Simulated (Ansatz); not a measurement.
Crystal: Cu2O (Cuprite).

```xyz
6
Lattice="4.2600 0.0000 0.0000 0.0000 4.2600 0.0000 0.0000 0.0000 4.2600" Properties=species:S:1:pos:R:3 pbc="T T T"
Cu    3.1950    1.0650    3.1950
Cu    3.1950    3.1950    1.0650
Cu    1.0650    3.1950    3.1950
Cu    1.0650    1.0650    1.0650
O     2.1300    2.1300    2.1300
O     0.0000    0.0000    0.0000
```

Base run:

| Quantity | Value |
| --- | --- |
| Program | Ansatz 0.2.0 |
| Functional | LDA |
| Potentials or basis | Ansatz PAW |
| Cutoff | 420 eV (not typed: the program's choice for these potentials) |
| k mesh | 6 × 6 × 6 |
| Occupations | fermi-dirac, width 0.05 eV |
| Spin | no spin polarisation |

Its results: band gap on the k mesh 0.54 eV, direct; pressure -8.4 GPa.

Problem. The run is repeated on the same cell with these changes: functional from LDA to PBE. What comes out?

Solution. Band gap on the k mesh 0.53 eV, direct; pressure 3.2 GPa.

PBE binds less tightly than LDA, so the same cell stands under more pressure.

Caveats: the PAW data sets come from PBE, with cores solved anew for the run's functional, which leaves a small shift of forces and pressure (some runs).
